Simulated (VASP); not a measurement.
Crystal: Sb.

```
Sb
1.0
     3.35453    0.00000    0.00000
    -1.67727    2.90511    0.00000
     0.00000    0.00000    5.47016
Sb
2
Cartesian
  1.6773 0.9684 4.1026
  0.0000 1.9367 1.3675
```

This isn't the form of Sb at room conditions, which is rhombohedral.

| Quantity | Value |
| --- | --- |
| Program | VASP 6.6.1 |
| Task | relaxation of cell and atoms |
| Functional | LAK |
| Potentials or basis | VASP PAW PBE potentials, release 64 (Sb) |
| Cutoff | 600 eV |
| k mesh | 9 × 9 × 5 |
| Occupations | gaussian, width 0.05 eV |
| Spin | no spin polarisation |

At the start: pressure 4.5 GPa; volume 26.65 Å³/atom.

Task: How do energy, volume and symmetry change on relaxing?

Result: Over 6 steps the energy falls by 29.7 meV/atom and the volume is 28.93 Å³/atom (+8.5 %); space group P6_3/mmc (No. 194, to 0.05 Å).

The path:
```
step  energy change (eV)  largest force (eV/Å)  pressure (GPa)  volume (Å³)
   1              0.0000                0.0000            4.48        53.31
   2             -0.0541                0.0000           -1.12        59.27
   3             -0.0592                0.0000            0.02        57.80
   4             -0.0592                0.0000           -0.04        57.89
   5             -0.0594                0.0000           -0.04        57.88
   6             -0.0594                0.0000           -0.04        57.87
```

Final structure:
```cif
data_structure
_symmetry_space_group_name_H-M 'P 1'
_symmetry_Int_Tables_number 1
_cell_length_a 3.4361
_cell_length_b 3.4361
_cell_length_c 5.6594
_cell_angle_alpha 90.000
_cell_angle_beta 90.000
_cell_angle_gamma 120.000
_cell_volume 57.87
loop_
_atom_site_label
_atom_site_type_symbol
_atom_site_fract_x
_atom_site_fract_y
_atom_site_fract_z
_atom_site_occupancy
Sb1 Sb 0.66667 0.33333 0.75000 1
Sb2 Sb 0.33333 0.66667 0.25000 1
```

Caveat: the PAW data sets were made with another functional, which shifts forces and pressure a little.
